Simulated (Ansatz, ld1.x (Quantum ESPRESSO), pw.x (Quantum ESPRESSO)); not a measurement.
Re: one change to the ultrasoft potential, in the atom and in the fcc crystal

ld1.x (Quantum ESPRESSO) 7.5 input, shortened:

```
&input
   title='Re', zed=75., rel=1, dft='PBE', iswitch=3,
   config='[Xe] 4f14 5d5 6s2 6p0'
 /
 &inputp
   pseudotype=3, tm=.true., lloc=-2, rcloc=3.10,
   nlcc=.true.
 /
6
6S  1  0   2.00   0.00  2.75  3.15  0.0
6S  1  0   0.00   0.55  2.75  3.15  0.0
6P  2  1   0.00   0.00  2.15  2.90  0.0
6P  2  1   0.00   3.30  2.15  2.90  0.0
5D  3  2   5.00   0.00  1.65  2.20  0.0
5D  3  2   0.00   1.90  1.65  2.20  0.0
 &test
   configts(1)='5d5 6s2 6p0'
 /
```

Change: type TM; waves now 6s (bound): rc 3.15 bohr; 6p (bound): rc 2.90 bohr; 5d (bound): rc 2.20 bohr; local potential the d channel.

Cutoffs, loose and tight: the cutoffs (Ry, on a coarse ladder) from which the occupation-weighted sum of valence levels, in a spherical-Bessel basis at the reference potential, stays within 10 and 1 mRy of its value at 400 Ry. They do not see the model core or the augmentation charge, which bear on the density cutoff. Test errors are all-electron minus pseudo excitation energies from the reference, over the configurations 5d5 6s1 6p0; 5d5 6s0 6p0; 5d4 6s0 6p0; 5d5 6s1 6p1; 5d6 6s1 6p0; 5d5 6s0 6p1; 5d4 6s2 6p1; variants that change the core or the reference have their own tests.

Crystal test: fcc Re in pw.x 7.5, no spin, 14³ k-points, Fermi–Dirac smearing 0.01 Ry, cutoffs set for each file from its atomic test. The reference is all-electron LAPW (Ansatz 0.2.0) with the same functional, mesh and smearing; V0 and B0 come from Birch–Murnaghan fits to the pressures at five volumes. Errors are pseudo minus all-electron; Δ is the rms difference of the E(V) curves that follow from these fits, minima aligned, over ±6 % about the mean V0. Mesh and smearing are coarse, so the numbers serve the comparison and aren't converged zero-temperature values; the lattice is a test structure that the element need not adopt.

All-electron: a0 = 3.916 Å (V0 = 15.01 Å³/atom), B0 = 359.1 GPa.

Task: Does the change bring the crystal closer to the all-electron result?

Result: The mean pressure error goes from +19.42 to +49.28 GPa, so the change moves the solid further from the all-electron pressures.

```tsv
quantity	base	changed
outcome (atom)	generated	generated
cutoff, loose (atom)	21 Ry	35 Ry
cutoff, tight (atom)	35 Ry	40 Ry
bound ghosts (atom)	none	s, p
largest test error (meV) (atom)	-127 over the solved tests; test run stopped at test 5 of 7 (negative rho)	-187 over the solved tests; 2 of 7 tests not solved or not reliable
cutoffs in pw.x (Ry)	45/600	50/200
a0 (Å)	3.978	–
a0 error (%)	+1.58	–
B0 error (%)	+0.4	–
Δ (meV/atom)	57.7	–
mean pressure error (GPa)	+19.42	+49.28
```

A dash: not determined, or the minimum lies outside the volumes sampled.

Base: The largest radius (3.15 bohr) exceeds half the bond length (2.62 bohr), so the spheres overlap, which is one possible source of error among others. This is a poor potential for the solid. Atomic configuration tests: test run stopped at test 5 of 7 (negative rho). Changed file: The largest radius (3.15 bohr) exceeds half the bond length (2.62 bohr), so the spheres overlap, which is one possible source of error among others. This is a poor potential for the solid. Note: ghost states, extra bound levels that the all-electron valence spectrum of the same l lacks: s at -44.3 eV, p at -7.5 eV. A true bound ghost makes a file unfit for plane-wave use. Atomic configuration tests: 2 of 7 tests not solved or not reliable. The atomic cutoffs weigh occupied waves only.
